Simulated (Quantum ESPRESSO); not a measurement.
A run of Quantum ESPRESSO 7.5 is set up as follows.

Contents of pw.in:

```
&CONTROL
  calculation = 'scf'
  prefix = 'pwscf'
  outdir = './tmp'
  pseudo_dir = './pseudo'
  tprnfor = .true.
  tstress = .true.
  disk_io = 'low'
/
&SYSTEM
  ibrav = 0
  nat = 2
  ntyp = 2
  ecutwfc = 70
  nbnd = 16
  input_dft = 'revpbe'
  occupations = 'smearing'
  smearing = 'fd'
  degauss = 0.00367493
/
&ELECTRONS
  conv_thr = 4d-10
  electron_maxstep = 120
  mixing_beta = 0.5
/
ATOMIC_SPECIES
Sn   118.7100 Sn_ONCV_PBE-1.2.upf
Se    78.9710 Se_ONCV_PBE-1.2.upf
CELL_PARAMETERS angstrom
   0.0000000000    3.0100000000    3.0100000000
   3.0100000000    0.0000000000    3.0100000000
   3.0100000000    3.0100000000    0.0000000000
ATOMIC_POSITIONS angstrom
Sn     0.0000000000    0.0000000000    0.0000000000
Se     3.0100000000    3.0100000000    3.0100000000
K_POINTS automatic
8 8 8 0 0 0
```

pp_density.in

```
&INPUTPP
  prefix = 'pwscf'
  outdir = './tmp'
  filplot = 'density.dat'
  plot_num = 0
/
&PLOT
  nfile = 1
  filepp(1) = 'density.dat'
  iflag = 3
  output_format = 6
  fileout = 'density.cube'
/
```

File pp_potential.in:

```
&INPUTPP
  prefix = 'pwscf'
  outdir = './tmp'
  filplot = 'potential.dat'
  plot_num = 11
/
&PLOT
  nfile = 1
  filepp(1) = 'potential.dat'
  iflag = 3
  output_format = 6
  fileout = 'potential.cube'
/
```

The input pp_elf.in:

```
&INPUTPP
  prefix = 'pwscf'
  outdir = './tmp'
  filplot = 'elf.dat'
  plot_num = 8
/
&PLOT
  nfile = 1
  filepp(1) = 'elf.dat'
  iflag = 3
  output_format = 6
  fileout = 'elf.cube'
/
```

bands.in

```
&CONTROL
  calculation = 'bands'
  prefix = 'pwscf'
  outdir = './tmp'
  pseudo_dir = './pseudo'
  disk_io = 'low'
  verbosity = 'high'
/
&SYSTEM
  ibrav = 0
  nat = 2
  ntyp = 2
  ecutwfc = 70
  nbnd = 16
  input_dft = 'revpbe'
  occupations = 'smearing'
  smearing = 'fd'
  degauss = 0.00367493
/
&ELECTRONS
  conv_thr = 1d-08
  electron_maxstep = 120
  mixing_beta = 0.5
  diago_full_acc = .true.
  startingwfc = 'random'
/
ATOMIC_SPECIES
Sn   118.7100 Sn_ONCV_PBE-1.2.upf
Se    78.9710 Se_ONCV_PBE-1.2.upf
CELL_PARAMETERS angstrom
   0.0000000000    3.0100000000    3.0100000000
   3.0100000000    0.0000000000    3.0100000000
   3.0100000000    3.0100000000    0.0000000000
ATOMIC_POSITIONS angstrom
Sn     0.0000000000    0.0000000000    0.0000000000
Se     3.0100000000    3.0100000000    3.0100000000
K_POINTS crystal
60
 0.0000000000  0.0000000000  0.0000000000 1
 0.0625000000  0.0000000000  0.0625000000 1
 0.1250000000  0.0000000000  0.1250000000 1
 0.1875000000  0.0000000000  0.1875000000 1
 0.2500000000  0.0000000000  0.2500000000 1
 0.3125000000  0.0000000000  0.3125000000 1
 0.3750000000  0.0000000000  0.3750000000 1
 0.4375000000  0.0000000000  0.4375000000 1
 0.5000000000  0.0000000000  0.5000000000 1
 0.5000000000  0.0625000000  0.5625000000 1
 0.5000000000  0.1250000000  0.6250000000 1
 0.5000000000  0.1875000000  0.6875000000 1
 0.5000000000  0.2500000000  0.7500000000 1
 0.4375000000  0.3125000000  0.7500000000 1
 0.3750000000  0.3750000000  0.7500000000 1
 0.3375000000  0.3375000000  0.6750000000 1
 0.3000000000  0.3000000000  0.6000000000 1
 0.2625000000  0.2625000000  0.5250000000 1
 0.2250000000  0.2250000000  0.4500000000 1
 0.1875000000  0.1875000000  0.3750000000 1
 0.1500000000  0.1500000000  0.3000000000 1
 0.1125000000  0.1125000000  0.2250000000 1
 0.0750000000  0.0750000000  0.1500000000 1
 0.0375000000  0.0375000000  0.0750000000 1
 0.0000000000  0.0000000000  0.0000000000 1
 0.0625000000  0.0625000000  0.0625000000 1
 0.1250000000  0.1250000000  0.1250000000 1
 0.1875000000  0.1875000000  0.1875000000 1
 0.2500000000  0.2500000000  0.2500000000 1
 0.3125000000  0.3125000000  0.3125000000 1
 0.3750000000  0.3750000000  0.3750000000 1
 0.4375000000  0.4375000000  0.4375000000 1
 0.5000000000  0.5000000000  0.5000000000 1
 0.5250000000  0.4500000000  0.5250000000 1
 0.5500000000  0.4000000000  0.5500000000 1
 0.5750000000  0.3500000000  0.5750000000 1
 0.6000000000  0.3000000000  0.6000000000 1
 0.6250000000  0.2500000000  0.6250000000 1
 0.5833333333  0.2500000000  0.6666666667 1
 0.5416666667  0.2500000000  0.7083333333 1
 0.5000000000  0.2500000000  0.7500000000 1
 0.5000000000  0.2857142857  0.7142857143 1
 0.5000000000  0.3214285714  0.6785714286 1
 0.5000000000  0.3571428571  0.6428571429 1
 0.5000000000  0.3928571429  0.6071428571 1
 0.5000000000  0.4285714286  0.5714285714 1
 0.5000000000  0.4642857143  0.5357142857 1
 0.5000000000  0.5000000000  0.5000000000 1
 0.4821428571  0.4821428571  0.5357142857 1
 0.4642857143  0.4642857143  0.5714285714 1
 0.4464285714  0.4464285714  0.6071428571 1
 0.4285714286  0.4285714286  0.6428571429 1
 0.4107142857  0.4107142857  0.6785714286 1
 0.3928571429  0.3928571429  0.7142857143 1
 0.3750000000  0.3750000000  0.7500000000 1
 0.6250000000  0.2500000000  0.6250000000 1
 0.5937500000  0.1875000000  0.5937500000 1
 0.5625000000  0.1250000000  0.5625000000 1
 0.5312500000  0.0625000000  0.5312500000 1
 0.5000000000  0.0000000000  0.5000000000 1
```

Potentials or basis: SG15 PBE 1.2.

Launch:

```sh
$ OMP_NUM_THREADS=1 pw.x -in pw.in > pw.out
$ OMP_NUM_THREADS=1 pp.x -in pp_density.in > pp_density.out
$ OMP_NUM_THREADS=1 pp.x -in pp_potential.in > pp_potential.out
$ OMP_NUM_THREADS=1 pp.x -in pp_elf.in > pp_elf.out
$ OMP_NUM_THREADS=1 pw.x -in bands.in > bands.out
```

(1) Predict the band gap along the path.

(2) Predict the pressure.

Answers

(1) 0.19 eV, direct.

(2) 2.2 GPa.

Caveat: the potentials were made for another functional, which shifts forces and pressure; spin-orbit coupling is left out, which moves the levels of the heavy elements.
